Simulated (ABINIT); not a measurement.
PtSe2 (Sudovikovite):

```
CELL_PARAMETERS angstrom
3.72400 0.00000 0.00000
-1.86200 3.22508 0.00000
0.00000 0.00000 5.06200
ATOMIC_POSITIONS crystal
Pt 0.00000 0.00000 0.00000
Se 0.66667 0.33333 0.75000
Se 0.33333 0.66667 0.25000
```

Base run:

```yaml
Program: ABINIT 10.8.3 (patched build)
Functional: PBE
Potentials_or_basis: PseudoDojo NC SR PBE v0.4 stringent
Cutoff: 1415 eV
k_mesh: 6 × 6 × 4
Occupations: fermi-dirac, width 0.05 eV
Spin: no spin polarisation
```

Its results: band gap on the k mesh none (metal or under the smearing width); pressure 7.1 GPa; largest force 0.561 eV/Å.

Task: After a change of settings the same cell gave: band gap on the k mesh none (metal or under the smearing width); pressure 7.9 GPa; largest force 0.677 eV/Å. Which change was it?
A. functional from PBE to PBEsol; potentials or basis from PseudoDojo NC SR PBE v0.4 stringent to PseudoDojo NC SR PBEsol v0.4.1 standard; cutoff from 1415 eV to 1061 eV; valence electrons from 66 to 50
B. functional from PBE to PBEsol; potentials or basis from PseudoDojo NC SR PBE v0.4 stringent to JTH PAW PBE v2.0; cutoff from 1415 eV to 408 eV; valence electrons from 66 to 22
C. potentials or basis from PseudoDojo NC SR PBE v0.4 stringent to JTH PAW PBE v2.0; cutoff from 1415 eV to 408 eV; valence electrons from 66 to 22
D. functional from PBE to LDA; potentials or basis from PseudoDojo NC SR PBE v0.4 stringent to PseudoDojo NC SR LDA v0.4.1 standard; cutoff from 1415 eV to 1061 eV; valence electrons from 66 to 50

Result: C.

Caveats: the atomic spheres overlap (some runs).
